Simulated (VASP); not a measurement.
**CdSe: relaxation of cell and atoms with PBE**

Crystal: CdSe.

```
Cd Se
1.0
     3.55686    0.00000    0.00000
     0.00000    3.55686    0.00000
     0.00000    0.00000    3.55686
Cd Se
1 1
Direct
  0.50000 0.50000 0.50000
  0.00000 0.00000 0.00000
```

The cell was built by a generator and needn't be a form met in nature.

```json
{
 "Program": "VASP 6.6.1",
 "Task": "relaxation of cell and atoms",
 "Functional": "PBE",
 "Potentials or basis": "VASP PAW PBE potentials, release 64 (Cd, Se)",
 "Cutoff": "600 eV",
 "k mesh": "8 × 8 × 8",
 "Occupations": "fermi-dirac, width 0.05 eV",
 "Spin": "no spin polarisation",
 "Target pressure": "5 GPa",
 "Further INCAR settings": "ALGO = Fast; EDIFF = 1e-06; IBRION = 2; EDIFFG = -0.01; NSW = 60; ISIF = 3"
}
```

```yaml
Relaxed_volume: 20.99 Å³/atom
Relaxed_cell: a = 3.476 Å, b = 3.476 Å, c = 3.476 Å, α = 90.00°, β = 90.00°, γ = 90.00°
Space_group_after_relaxing_to_0.05_Å: Pm-3m (No. 221)
Energy_change_on_relaxing_the_enthalpy_is_what_falls: +23.2 meV/atom
Ionic_steps: 3
Pressure_after_relaxing: 5.0 GPa
Band_gap_on_the_k_mesh: none (metal or under the smearing width)
```

Step by step:
| step | energy change (eV) | largest force (eV/Å) | pressure (GPa) | volume (Å³) |
| --- | --- | --- | --- | --- |
| 1 | 0.0000 | 0.0000 | 0.24 | 45.00 |
| 2 | 0.0929 | 0.0000 | 7.49 | 40.78 |
| 3 | 0.0464 | 0.0000 | 5.02 | 41.99 |

Final structure:
```
CELL_PARAMETERS angstrom
3.47561 0.00000 0.00000
0.00000 3.47561 0.00000
0.00000 0.00000 3.47561
ATOMIC_POSITIONS crystal
Cd 0.50000 0.50000 0.50000
Se 0.00000 0.00000 0.00000
```

Levels at points of the mesh, in eV from the Fermi level:
| k point | band 7 | band 8 | band 9 | band 10 | band 11 | band 12 |
| --- | --- | --- | --- | --- | --- | --- |
| (0.00, 0.00, 0.00) | -1.39 | -1.29 | -1.29 | -1.29 | 6.08 | 6.08 |
| (0.50, 0.00, 0.00) | -6.28 | 0.10 | 0.10 | 2.86 | 4.33 | 6.69 |
| (0.50, 0.50, 0.00) | -4.77 | -4.77 | -1.53 | 0.21 | 7.44 | 7.44 |
| (0.50, 0.50, 0.50) | -2.30 | -2.30 | -2.30 | 1.27 | 1.27 | 1.27 |

It took 26 s on 1 thread of Intel(R) Xeon(R) Platinum 8488C (Sapphire Rapids) (shared host), peak memory 0.18 GiB.

Caveat: the cell is relaxed towards a set pressure, so the enthalpy falls and the energy may rise.
